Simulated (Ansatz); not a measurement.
**Computed properties of Li2O**

```yaml
crystal:
  lattice:
    - [0.00000, 2.31315, 2.31315]
    - [2.31315, 0.00000, 2.31315]
    - [2.31315, 2.31315, 0.00000]
  atoms:
    - { symbol: O, position: [0.00000, 0.00000, 0.00000] }
    - { symbol: Li, position: [0.25000, 0.25000, 0.25000] }
    - { symbol: Li, position: [0.75000, 0.75000, 0.75000] }
```

Atom numbers follow the list: O1, Li2, Li3.

Conventional cell: a = 4.626 Å, b = 4.626 Å, c = 4.626 Å, α = 90.00°, β = 90.00°, γ = 90.00°. O (atom 1) has 8 Li at 2.00 Å as nearest neighbours. Li (atom 2) has 4 O at 2.00 Å as nearest neighbours.

The cell was built from the fluorite type and relaxed in the same program, and has space group Fm-3m; it needn't be a known or the stable phase.

All numbers are computed: DFT, PBE, all-electron LAPW, scalar-relativistic (Ansatz 0.2.0); DFT, PBE, PAW with Ansatz's default frozen-core files, scalar-relativistic (Ansatz 0.2.0).

For LAPW: a Γ-centred 12×12×12 k mesh, Fermi–Dirac smearing of 0.03 eV, basis error target 1 meV/atom, no spin polarisation. PAW takes a cutoff of 420 eV at this cell. The Ansatz runs share mesh, smearing and spin set-up. Values come from LAPW unless marked.

| Item | Value |
| --- | --- |
| Pressure at this cell | -0.10 GPa |
| Band gap | 4.98 eV, indirect from Γ to X (0.5, 0, 0.5) |
| Bader charges (from the PAW run) | O1 -1.71, Li2 +0.86 e |
| Volume per atom | 8.25 Å³ |

Predict this quantity. Smallest direct gap on the path.

5.23 eV.

Give the computed value. Löwdin charges (with 0.16 e of the cell spilling out of the atomic basis, so their sizes and signs hang on that basis).

O1 -1.29, Li2 0.72 e.
